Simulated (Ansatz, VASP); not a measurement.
Two plane-wave programs on MnO

File INCAR:

```
  PREC = Accurate
  ENCUT = 520
  EDIFF = 1E-6
  ISMEAR = -1
  SIGMA = 0.05
  LREAL = F
  LASPH = T
  NELM = 150
  ALGO = Normal
  ISIF = 2
  LWAVE = F
  LCHARG = T
  ISPIN = 2
  MAGMOM = 4 0
  LORBIT = 11
  LMAXMIX = 4
  GGA = PE
  LELF = T
  LVHAR = T
  NBANDS = 20
```

File KPOINTS:

```
Automatic mesh
0
Gamma
  10 10 10
```

Contents of POSCAR:

```
MnO
1.0
    0.0000000000      2.1919696172      2.1919696172
    2.1919696172      0.0000000000      2.1919696172
    2.1919696172      2.1919696172      0.0000000000
Mn O
1 1
Direct
    0.0000000000      0.0000000000      0.0000000000
    0.5000000000      0.5000000000      0.5000000000
```

input.yaml

```yaml
crystal:
  lattice:
    - [0.0, 2.1919696172, 2.1919696172]
    - [2.1919696172, 0.0, 2.1919696172]
    - [2.1919696172, 2.1919696172, 0.0]
  atoms:
    - { symbol: Mn, position: [0.0, 0.0, 0.0], spin: 4.0 }
    - { symbol: O, position: [0.5, 0.5, 0.5] }
hamiltonian:
  xc: pbe
  pseudopotentials: { kind: paw }
magnetization:
  spin_polarized: true
kpoints:
  mp_grid: { grid: [10, 10, 10] }
scf:
  occupations: { method: fermi_dirac, width: 0.05 }
output:
  forces: true
  stress: true
  eigenvalues: true
  write_density: true
  write_potential: true
  elf: true
  volumetric_format: npy
```

Alike in both runs: task single point; functional PBE; k mesh 10 × 10 × 10; occupations fermi-dirac, width 0.05 eV; collinear spin.

|  | VASP | Ansatz |
| --- | --- | --- |
| version | VASP 6.6.1 | Ansatz 0.2.0 |
| potentials or method | VASP PAW PBE potentials, release 64 (Mn_pv, O) | Ansatz PAW |
| plane-wave cutoff (eV) | 520 | 420 |
| valence electrons in the cell | 19 | 21 |

```csv
,VASP,Ansatz,Ansatz less VASP
gap on the k mesh at the Fermi level (eV),none,none,-
pressure (GPa),4.7,4.4,-0.28
net moment per atom (μB),2.32,2.32,0.000
size of the moment on the site where the two differ most (μB),4.23,3.93,-0.300
```

Site moments also hang on the region over which each program counts them. A gap of «none» marks a metal or a gap that the smearing closes. The two sets of potentials don't hold the same shells in valence.

Caveats: a cell with one magnetic atom can't hold antiferromagnetic order, which such compounds often take; semilocal functionals often make such compounds metallic where correlation or magnetic order opens a gap, which also shifts bond lengths; the pressure holds a Pulay correction of +0.6 GPa for the finite cutoff (Ansatz).
